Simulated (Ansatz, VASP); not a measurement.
One calculation of Cd, two programs

INCAR

```
PREC = Accurate ; ENCUT = 520
EDIFF = 1E-6 ; ISMEAR = -1
SIGMA = 0.1 ; LREAL = F
LASPH = T ; NELM = 60
ALGO = Fast ; ISIF = 2
LWAVE = F ; LCHARG = F
NBANDS = 12
```

Contents of KPOINTS:

```
Automatic mesh
0
Gamma
  12 12 12
```

POSCAR

```
Cd
1.0
    2.9622020879      0.0000000000      0.0000000000
    0.0000000000      2.9622020879      0.0000000000
    0.0000000000      0.0000000000      2.9622020879
Cd
1
Direct
    0.0000000000      0.0000000000      0.0000000000
```

Input for Ansatz:

```yaml
crystal:
  lattice:
    - [2.9622020879, 0.0, 0.0]
    - [0.0, 2.9622020879, 0.0]
    - [0.0, 0.0, 2.9622020879]
  atoms:
    - { symbol: Cd, position: [0.0, 0.0, 0.0] }
hamiltonian:
  xc: lda
  pseudopotentials:
    kind: paw
    azcp:
      Cd: "pseudopotentials/Cd.paw.azcp"
basis:
  ecutwfc: 420
  fft_grid_basis: typed
kpoints:
  mp_grid: { grid: [12, 12, 12], shift: [0, 0, 0] }
magnetization:
  spin_polarized: false
scf:
  occupations: { method: fermi_dirac, width: 0.1 }
  lower_state_search: "off"
output:
  stress: true
  write_density: true
  write_potential: true
  elf: true
  volumetric_format: npy
```

Alike in both runs: task single point; functional LDA; k mesh 12 × 12 × 12; occupations fermi-dirac, width 0.1 eV; no spin polarisation.

```csv
,VASP,Ansatz
version,VASP 6.6.1,Ansatz 0.2.0
potentials or method,"VASP PAW LDA potentials, release 64 (Cd)","plane waves (420 eV) with PAW, scalar-relativistic"
plane-wave cutoff (eV),520,420
valence electrons in the cell,12,20
```

|  | VASP | Ansatz | Ansatz less VASP |
| --- | --- | --- | --- |
| pressure (GPa) | -3.8 | -4.1 | -0.34 |

The two sets of potentials don't hold the same shells in valence. Ansatz warned: «pseudo_functional_mismatch».
